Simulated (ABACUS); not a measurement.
# AlN: single point with LDA

**Measured values to compare with.**

From “Structural and optical properties of self-assembled AlN nanowires grown on SiO2/Si substrates by molecular beam epitaxy”, 2024, arxiv:2402.00216, for a bulk crystal of AlN at 0 K: band gap 6.0343 eV (an exciton energy, a little under the gap).

Crystal: AlN.

```xyz
4
Lattice="3.1130 0.0000 0.0000 -1.5565 2.6959 0.0000 0.0000 0.0000 4.9810" Properties=species:S:1:pos:R:3 pbc="T T T"
Al    1.5565    0.8986    2.4905
Al    0.0000    1.7973    0.0000
N     1.5565    0.8986    4.3833
N     0.0000    1.7973    1.8928
```

* Program: ABACUS 3.10.1
* Task: single point
* Functional: LDA
* Potentials or basis: PseudoDojo NC SR 0.4.1 LDA stringent
* Cutoff: 1143 eV
* Density cutoff: 4572 eV
* Basis: plane waves
* k mesh: 8 × 8 × 5
* Occupations: fermi-dirac, width 0.05 eV
* Spin: no spin polarisation

The pressure is -5.7 GPa. The largest force is 0.115 eV/Å. The band gap on the k mesh is 4.25 eV, direct.

Forces on the atoms (eV/Å):
```
Al   0.000  0.000 -0.115
Al   0.000  0.000 -0.115
N    0.000  0.000  0.115
N    0.000  0.000  0.115
```

Stress tensor (GPa, compression positive):
```
-6.26  0.00  0.00
 0.00 -6.26  0.00
 0.00  0.00 -4.48
```

Levels at points of the mesh, in eV from the valence-band top:
| k point | band 6 | band 7 | band 8 | band 9 | band 10 |
| --- | --- | --- | --- | --- | --- |
| (0.00, 0.00, 0.00) | -0.18 | -0.18 | 0.00 | 4.25 | 6.56 |
| (0.50, 0.50, 0.00) | -2.08 | -1.79 | -0.66 | 5.69 | 5.72 |

It took 13 s on 4 MPI ranks on Intel(R) Xeon(R) Platinum 8259CL CPU @ 2.50GHz (Skylake/Cascade Lake), with other jobs on the host, peak memory 0.4 GiB a rank.

Measured gap of AlN: 6.0343 eV (an exciton energy, a little under the gap; 0 K; quoted in “Structural and optical properties of self-assembled AlN nanowires grown on SiO2/Si substrates by molecular beam epitaxy”, 2024, arxiv:2402.00216). This calculation gives 4.25 eV (-1.78 eV). 2 values of this kind are on record (6.034 to 6.0343 eV); this one was drawn at random. The value is that of LDA, without temperature or zero-point motion. Semilocal functionals fall short of measured gaps as a rule.
